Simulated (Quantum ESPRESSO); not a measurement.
# RbBr (Fm-3m) in Quantum ESPRESSO: further runs

The runs below take RbBr through energy-loss spectrum, phonons and Raman activities, with LDA, PBEsol, PBE.

All numbers are computed with Quantum ESPRESSO 7.5; they aren't measurements. Logs are shortened: lines on timing, memory, paths and dates and some standing lists are left out, and cuts for length are marked.

## 1. The structure

It takes space group Fm-3m (No. 225, cubic). Conventional cell: a = 6.854 Å, b = 6.854 Å, c = 6.854 Å, α = 90.00°, β = 90.00°, γ = 90.00°. Rb (site symmetry m-3m) is surrounded by 6 Br at 3.43 Å. Br (site symmetry m-3m) is surrounded by 6 Rb at 3.43 Å.

## 2. Energy-loss spectrum, LDA

Contents of pw.in:

```
&CONTROL
  calculation = 'scf'
  prefix = 'pwscf'
  outdir = './tmp'
  pseudo_dir = './pseudo'
  tprnfor = .true.
  tstress = .true.
  disk_io = 'low'
/
&SYSTEM
  ibrav = 0
  nat = 2
  ntyp = 2
  ecutwfc = 44
  nbnd = 14
  occupations = 'smearing'
  smearing = 'fd'
  degauss = 0.00367493
/
&ELECTRONS
  conv_thr = 4d-10
  electron_maxstep = 120
  mixing_beta = 0.5
/
ATOMIC_SPECIES
Rb    85.4678 Rb.upf
Br    79.9040 Br.upf
CELL_PARAMETERS angstrom
   0.0000000000    3.4270000000    3.4270000000
   3.4270000000    0.0000000000    3.4270000000
   3.4270000000    3.4270000000    0.0000000000
ATOMIC_POSITIONS angstrom
Rb     0.0000000000    0.0000000000    0.0000000000
Br     3.4270000000    3.4270000000    3.4270000000
K_POINTS automatic
2 2 2 1 1 1
```

Contents of scf2.in:

```
&CONTROL
  calculation = 'scf'
  prefix = 'pwscf'
  outdir = './tmp'
  pseudo_dir = './pseudo'
  tprnfor = .true.
  tstress = .true.
  disk_io = 'low'
/
&SYSTEM
  ibrav = 0
  nat = 2
  ntyp = 2
  ecutwfc = 44
  nbnd = 14
  occupations = 'fixed'
/
&ELECTRONS
  conv_thr = 1d-11
  electron_maxstep = 120
  mixing_beta = 0.5
  startingpot = 'file'
  startingwfc = 'file'
/
ATOMIC_SPECIES
Rb    85.4678 Rb.upf
Br    79.9040 Br.upf
CELL_PARAMETERS angstrom
   0.0000000000    3.4270000000    3.4270000000
   3.4270000000    0.0000000000    3.4270000000
   3.4270000000    3.4270000000    0.0000000000
ATOMIC_POSITIONS angstrom
Rb     0.0000000000    0.0000000000    0.0000000000
Br     3.4270000000    3.4270000000    3.4270000000
K_POINTS automatic
2 2 2 1 1 1
```

Contents of eels.in:

```
&LR_INPUT
  prefix = 'pwscf'
  outdir = './tmp'
  restart_step = 5000
  restart = .false.
/
&LR_CONTROL
  calculator = 'lanczos'
  approximation = 'RPA_with_CLFE'
  q1 = 0.2672020938
  q2 = 0.2672020938
  q3 = 0.2672020938
  itermax = 200
/
```

Contents of spectrum.in:

```
&LR_INPUT
  prefix = 'pwscf'
  outdir = './tmp'
  eels = .true.
  itermax0 = 200
  itermax = 20000
  extrapolation = 'osc'
  epsil = 0.02
  units = 1
  start = 0
  end = 40
  increment = 0.2
/
```

Potentials or basis: PseudoDojo 0.4.1 SR LDA standard.

Run with:

```console
$ OMP_NUM_THREADS=1 pw.x -in pw.in > pw.out
$ OMP_NUM_THREADS=1 pw.x -in scf2.in > scf2.out
$ OMP_NUM_THREADS=1 turbo_eels.x -in eels.in > eels.out
$ OMP_NUM_THREADS=1 turbo_spectrum.x -in spectrum.in > spectrum.out
```

pw.out:

```text
This program is part of the open-source Quantum ESPRESSO suite
     for quantum simulation of materials; please cite
[... 9 lines left out ...]
     --------------------
     sticks:   dense  smooth     PW     G-vecs:    dense   smooth      PW
     Sum        1027    1027    283                21547    21547    3143

     Using Slab Decomposition

     bravais-lattice index     =            0
     lattice parameter (alat)  =       9.1586  a.u.
     unit-cell volume          =     543.2114 (a.u.)^3
     number of atoms/cell      =            2
     number of atomic types    =            2
     number of electrons       =        16.00
     number of Kohn-Sham states=           14
     kinetic-energy cutoff     =      44.0000  Ry
     charge density cutoff     =     176.0000  Ry
     scf convergence threshold =      4.0E-10
     mixing beta               =       0.5000
     number of iterations used =            8  plain     mixing
     Exchange-correlation= SLA  PW   NOGX NOGC
                           (   1   4   0   0   0   0   0)

     celldm(1)=   9.158576  celldm(2)=   0.000000  celldm(3)=   0.000000
     celldm(4)=   0.000000  celldm(5)=   0.000000  celldm(6)=   0.000000

     crystal axes: (cart. coord. in units of alat)
               a(1) = (   0.000000   0.707107   0.707107 )
               a(2) = (   0.707107   0.000000   0.707107 )
               a(3) = (   0.707107   0.707107   0.000000 )

     reciprocal axes: (cart. coord. in units 2 pi/alat)
               b(1) = ( -0.707107  0.707107  0.707107 )
               b(2) = (  0.707107 -0.707107  0.707107 )
               b(3) = (  0.707107  0.707107 -0.707107 )

     PseudoPot. # 1 for Rb read from file:
     Rb.upf
     Pseudo is Norm-conserving + core correction, Zval =  9.0
     Generated using ONCVPSP code by D. R. Hamann
     Using radial grid of 2226 points,  6 beta functions with:
                l(1) =   0
                l(2) =   0
                l(3) =   1
                l(4) =   1
                l(5) =   2
                l(6) =   2

     PseudoPot. # 2 for Br read from file:
     Br.upf
     Pseudo is Norm-conserving + core correction, Zval =  7.0
     Generated using ONCVPSP code by D. R. Hamann
     Using radial grid of 1084 points,  6 beta functions with:
                l(1) =   0
                l(2) =   0
                l(3) =   1
                l(4) =   1
                l(5) =   2
                l(6) =   2

     atomic species   valence    mass     pseudopotential
     Rb                9.00    85.46780     Rb( 1.00)
     Br                7.00    79.90400     Br( 1.00)

     48 Sym. Ops., with inversion, found

   Cartesian axes

     site n.     atom                  positions (alat units)
         1        Rb     tau(   1) = (   0.0000000   0.0000000   0.0000000  )
         2        Br     tau(   2) = (   0.7071068   0.7071068   0.7071068  )

     number of k points=     2  Fermi-Dirac smearing, width (Ry)=  0.0037
                       cart. coord. in units 2pi/alat
        k(    1) = (   0.1767767   0.1767767   0.1767767), wk =   0.5000000
        k(    2) = (  -0.1767767  -0.1767767   0.5303301), wk =   1.5000000

     Dense  grid:    21547 G-vectors     FFT dimensions: (  40,  40,  40)

     Initial potential from superposition of free atoms

     starting charge      15.9799, renormalised to      16.0000
     Starting wfcs are    9 randomized atomic wfcs +    5 random wfcs

     Self-consistent Calculation

     iteration #  1     ecut=    44.00 Ry     beta= 0.50
     Davidson diagonalization with overlap
     ethr =  1.00E-02,  avg # of iterations =  6.5

     Threshold (ethr) on eigenvalues was too large:
     Diagonalizing with lowered threshold

     Davidson diagonalization with overlap
     ethr =  3.05E-04,  avg # of iterations =  3.5

     total energy              =     -86.02974583 Ry
     estimated scf accuracy    <       0.04726996 Ry

     iteration #  2     ecut=    44.00 Ry     beta= 0.50
     Davidson diagonalization with overlap
     ethr =  2.95E-04,  avg # of iterations =  2.0

     total energy              =     -86.03961984 Ry
     estimated scf accuracy    <       0.00248101 Ry

     iteration #  3     ecut=    44.00 Ry     beta= 0.50
     Davidson diagonalization with overlap
     ethr =  1.55E-05,  avg # of iterations =  3.5

     total energy              =     -86.03975713 Ry
     estimated scf accuracy    <       0.00053800 Ry

     iteration #  4     ecut=    44.00 Ry     beta= 0.50
     Davidson diagonalization with overlap
     ethr =  3.36E-06,  avg # of iterations =  3.5

     total energy              =     -86.03977533 Ry
     estimated scf accuracy    <       0.00000817 Ry

     iteration #  5     ecut=    44.00 Ry     beta= 0.50
     Davidson diagonalization with overlap
     ethr =  5.11E-08,  avg # of iterations =  2.0

     total energy              =     -86.03977784 Ry
     estimated scf accuracy    <       0.00000039 Ry

     iteration #  6     ecut=    44.00 Ry     beta= 0.50
     Davidson diagonalization with overlap
     ethr =  2.46E-09,  avg # of iterations =  2.0

     total energy              =     -86.03977791 Ry
     estimated scf accuracy    <       0.00000001 Ry

     iteration #  7     ecut=    44.00 Ry     beta= 0.50
     Davidson diagonalization with overlap
     ethr =  9.13E-11,  avg # of iterations =  4.0

     total energy              =     -86.03977792 Ry
     estimated scf accuracy    <          2.3E-09 Ry

     iteration #  8     ecut=    44.00 Ry     beta= 0.50
     Davidson diagonalization with overlap
     ethr =  1.43E-11,  avg # of iterations =  2.0

     End of self-consistent calculation

          k = 0.1768 0.1768 0.1768 (  2683 PWs)   bands (ev):

   -23.3735 -11.3115  -7.4541  -7.4541  -7.4302   0.3605   0.7717   0.7717
     6.2307   7.8422   8.7473   8.7473   9.8393   9.8393

          k =-0.1768-0.1768 0.5303 (  2680 PWs)   bands (ev):

   -23.3672 -11.2847  -7.5473  -7.4931  -7.4760   0.2613   0.5977   0.6967
     7.1301   7.9608   9.6677  10.0602  10.4837  10.9082

     the Fermi energy is     2.5878 ev

!    total energy              =     -86.03977792 Ry
     estimated scf accuracy    <          1.8E-11 Ry
     smearing contrib. (-TS)   =       0.00000000 Ry
     internal energy E=F+TS    =     -86.03977792 Ry

     The total energy is F=E-TS. E is the sum of the following terms:
     one-electron contribution =     -19.67948580 Ry
     hartree contribution      =      14.70005159 Ry
     xc contribution           =     -24.44143851 Ry
     ewald contribution        =     -56.61890520 Ry

     convergence has been achieved in   8 iterations

     Forces acting on atoms (cartesian axes, Ry/au):

     atom    1 type  1   force =    -0.00000000   -0.00000000    0.00000000
     atom    2 type  2   force =     0.00000000   -0.00000000    0.00000000

     Total force =     0.000000     Total SCF correction =     0.000000

     Computing stress (Cartesian axis) and pressure

          total   stress  (Ry/bohr**3)                   (kbar)     P=      -14.04
  -0.00009547  -0.00000000  -0.00000000          -14.04       -0.00       -0.00
  -0.00000000  -0.00009547  -0.00000000           -0.00      -14.04       -0.00
  -0.00000000  -0.00000000  -0.00009547           -0.00       -0.00      -14.04

=------------------------------------------------------------------------------=
   JOB DONE.
=------------------------------------------------------------------------------=
```

Run time: 24 s. Hardware: 1 thread of Intel Xeon Platinum 8559C (Emerald Rapids), shared host; peak memory 0.1 GiB.

What came out:

* Free energy: -1170.6308 eV
* Pressure: -1.4 GPa
* Peak of the energy-loss function: 21.8 eV

Levels at points of the mesh, in eV from the valence-band top:
```tsv
k point	band 3	band 4	band 5	band 6	band 7	band 8	band 9	band 10	band 11	band 12
(0.25, 0.25, 0.25)	-8.23	-8.23	-8.20	-0.41	0.00	0.00	5.46	7.07	7.98	7.98
```

Energy-loss function at q = [0.34641, 0.34641, 0.34641] (Å⁻¹, cartesian):
```csv
energy (eV),loss
0.0,0.000
1.8,0.003
3.4,0.006
5.2,0.018
7.0,0.133
8.6,0.272
10.4,0.418
12.2,0.467
13.8,0.464
15.6,0.480
17.4,0.544
19.0,0.629
20.8,0.697
22.4,0.702
24.2,0.674
26.0,0.635
27.6,0.592
29.4,0.533
31.2,0.469
32.8,0.405
34.6,0.320
36.4,0.240
38.0,0.192
39.8,0.163
```

Caveat: the k mesh is coarse (spacing up to 0.79 Å⁻¹), so the values aren't converged; the Lanczos chain is short for so many electrons, so humps in the spectrum may be artefacts.

(Continued in part 2 of 3.)
